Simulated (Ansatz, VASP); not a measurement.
W in VASP and in Ansatz

POSCAR

```
W
1.0
   -1.6081756200      1.6081756200      1.6081756200
    1.6081756200     -1.6081756200      1.6081756200
    1.6081756200      1.6081756200     -1.6081756200
W
1
Direct
    0.0000000000      0.0000000000      0.0000000000
```

The input INCAR.step1:

```
SYSTEM = W
  ALGO = Normal
  EDIFF = 1E-4
  ENCUT = 520
  GGA = PE
  ISMEAR = -1
  LASPH = .True.
  LCHARG = .False.
  LREAL = .False.
  LWAVE = .True.
  NBANDS = 13
  NELM = 60
  PREC = Accurate
  SIGMA = 0.1
```

File INCAR.step2:

```
SYSTEM = W
  ALGO = Normal
  EDIFF = 1E-7
  ENCUT = 520
  ISIF = 2
  ISMEAR = -1
  ISTART = 1
  LASPH = .True.
  LCHARG = .False.
  LMIXTAU = .True.
  LREAL = .False.
  LWAVE = .False.
  METAGGA = R2SCAN
  NBANDS = 13
  NELM = 60
  PREC = Accurate
  SIGMA = 0.1
```

KPOINTS

```
k-points
0
Gamma
  15 15 15
  0 0 0
```

Input for Ansatz:

```yaml
crystal:
  lattice:
    - [-1.60817562, 1.60817562, 1.60817562]
    - [1.60817562, -1.60817562, 1.60817562]
    - [1.60817562, 1.60817562, -1.60817562]
  atoms:
    - { symbol: W, position: [0.0, 0.0, 0.0] }
  symmetry: { tolerance: 0.0003 }
kpoints:
  mp_grid: { grid: [15, 15, 15], shift: [0, 0, 0] }
  band_path:
    path:
      - [0.0, 0.0, 0.0]
      - [0.5, -0.5, 0.5]
      - [0.0, 0.0, 0.5]
      - [0.0, 0.0, 0.0]
      - [0.25, 0.25, 0.25]
      - [0.5, -0.5, 0.5]
      - [0.25, 0.25, 0.25]
      - [0.0, 0.0, 0.5]
    npoints: 8
magnetization:
  spin_polarized: false
scf:
  occupations: { method: fermi_dirac }
  lower_state_search: "off"
  max_iter: 200
hamiltonian:
  pseudopotentials: { kind: paw }
  xc: r2scan
basis:
  ecutwfc: 500
  fft_grid_basis: typed
output:
  forces: true
  stress: true
  eigenvalues: true
  bader: true
  populations: true
  elf: true
  write_potential: true
  volumetric_format: npy
  dos:
    e_range: [-12, 8]
    de: 0.05
    projected: { site_lists: { W: [W] } }
checkpoint:
  read: saved_state
```

Alike in both runs: task single point; functional r2SCAN; k mesh 15 × 15 × 15; no spin polarisation.

|  | VASP | Ansatz |
| --- | --- | --- |
| version | VASP 6.6.1 | Ansatz 0.2.0 |
| potentials or method | VASP PAW PBE potentials, release 64 (W_sv) | PAW plane waves |
| plane-wave cutoff (eV) | 520 | 500 |
| occupations | fermi-dirac, width 0.1 eV | fermi-dirac |
| valence electrons in the cell | 14 | 14 |

|  | VASP | Ansatz | Ansatz less VASP |
| --- | --- | --- | --- |
| pressure (GPa) | -12.0 | -13.0 | -1.01 |

Caveats: the PAW data sets were made with another functional, which shifts forces and pressure a little (VASP). Spin-orbit coupling is left out, which matters for the levels of W.
